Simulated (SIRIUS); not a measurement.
Sb, 2 atoms in the cell. Symmetry: R-3m, No. 166, trigonal system. Conventional cell: a = 4.308 Å, b = 4.308 Å, c = 11.274 Å, α = 90.00°, β = 90.00°, γ = 120.00°. Around Sb (site symmetry 3m) lie 3 Sb at 2.91 Å. 

```yaml
Program: SIRIUS 7.10.0
Task: single point
Functional: PBE
Potentials_or_basis: PseudoDojo 0.4.1 PBE standard (scalar relativistic)
Cutoff: 1102 eV
Density_cutoff: 4408 eV
k_mesh: 4 × 4 × 4
Occupations: fermi-dirac, width 0.05 eV
Spin: no spin polarisation
Libxc_names: "[\"XC_GGA_X_PBE\", \"XC_GGA_C_PBE\"]"
Energy_tol: 1e-08 Ha
Density_tol: 1e-06
Mixer: anderson
Mixing_beta: 0.7
Max_scf: 100
Radial_cutoff_for_the_potentials'_integrals: 6.5 bohr
```

Potentials or basis: PseudoDojo 0.4.1 PBE standard (scalar relativistic).

Launch:

```bash
$ upf_to_json Sb.upf
$ OMP_NUM_THREADS=1 sirius.scf --input=sirius.json --output=out.json --task=0
```

Hardware: 1 thread of Arm Neoverse V1, with other jobs on the host.

**Question.** How long does it take, and how much memory?

**Answer.** Run time: 50 s on 1 thread of Arm Neoverse V1, on a shared host, peak memory 0.32 GiB. Counts: scf iterations 12, k points 13, plane waves 5037, bands 23.
